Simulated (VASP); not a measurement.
AlN:

```
CELL_PARAMETERS angstrom
3.11300 0.00000 0.00000
-1.55650 2.69594 0.00000
0.00000 0.00000 4.98100
ATOMIC_POSITIONS crystal
Al 0.33333 0.66667 0.00000
Al 0.66667 0.33333 0.50000
N 0.33333 0.66667 0.38000
N 0.66667 0.33333 0.88000
```

Base run:

```yaml
Program: VASP 6.6.1
Functional: PBE
Potentials_or_basis: VASP PAW PBE potentials, release 64 (Al, N)
Cutoff: 520 eV
k_mesh: 8 × 8 × 5
Occupations: fermi-dirac, width 0.02 eV
Spin: no spin polarisation
```

Its results: band gap on the k mesh 4.22 eV, direct; pressure 3.5 GPa; largest force 0.129 eV/Å.

Q: The run is repeated on the same cell with these changes: functional from PBE to r2SCAN. What comes out?

A: Band gap on the k mesh 4.90 eV, direct; pressure -1.3 GPa; largest force 0.125 eV/Å.

r2SCAN gives the wider gap, since meta-GGAs in the generalised Kohn-Sham scheme recover part of the derivative discontinuity.

Caveats: the PAW data sets were made with another functional, which shifts forces and pressure a little (some runs).

